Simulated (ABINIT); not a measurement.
PtS2:

```xyz
3
Lattice="3.5432 0.0000 0.0000 -1.7716 3.0685 0.0000 0.0000 0.0000 5.0388" Properties=species:S:1:pos:R:3 pbc="T T T"
Pt    0.0000    0.0000    0.0000
S     1.7716    1.0228    3.8950
S     0.0000    2.0457    1.1438
```

| Quantity | Value |
| --- | --- |
| Program | ABINIT 10.8.3 (patched build) |
| Task | relaxation of cell and atoms |
| Functional | LDA |
| Potentials or basis | PseudoDojo NC SR LDA v0.4.1 standard |
| Cutoff | 1088 eV |
| k mesh | 7 × 7 × 4 |
| Occupations | fermi-dirac, width 0.05 eV |
| Spin | no spin polarisation |

At the start: pressure 3.4 GPa; volume 18.26 Å³/atom.

Question: How do energy, volume and symmetry change on relaxing?

Answer: Over 16 steps the energy falls by 31.5 meV/atom and the volume is 16.51 Å³/atom (-9.6 %); space group P-3m1 (No. 164, to 0.05 Å).

The path:
```tsv
step	energy change (eV)	largest force (eV/Å)	pressure (GPa)	volume (Å³)
1	0.0000	0.7865	3.40	54.78
2	-0.0185	0.5217	1.06	55.36
3	-0.0279	0.2539	-1.01	55.79
4	-0.0315	0.1620	-1.45	55.76
5	-0.0398	0.0128	-1.71	55.26
6	-0.0439	0.0393	-1.08	54.67
7	-0.0464	0.0064	-0.18	54.11
8	-0.0487	0.0618	0.51	53.66
9	-0.0544	0.1637	1.70	52.67
10	-0.0648	0.3046	3.44	50.80
11	-0.0758	0.3716	4.31	49.10
12	-0.0870	0.2462	2.67	48.59
13	-0.0937	0.0319	-0.50	49.89
14	-0.0945	0.0131	-0.01	49.55
15	-0.0945	0.0004	0.01	49.52
16	-0.0945	0.0001	0.00	49.53
```

Final structure:
```
Pt S
1.0
     3.56316    0.00000    0.00000
    -1.78158    3.08579    0.00000
     0.00000    0.00000    4.50444
Pt S
1 2
Direct
  0.00000 0.00000 0.00000
  0.66667 0.33333 0.73691
  0.33333 0.66667 0.26309
```
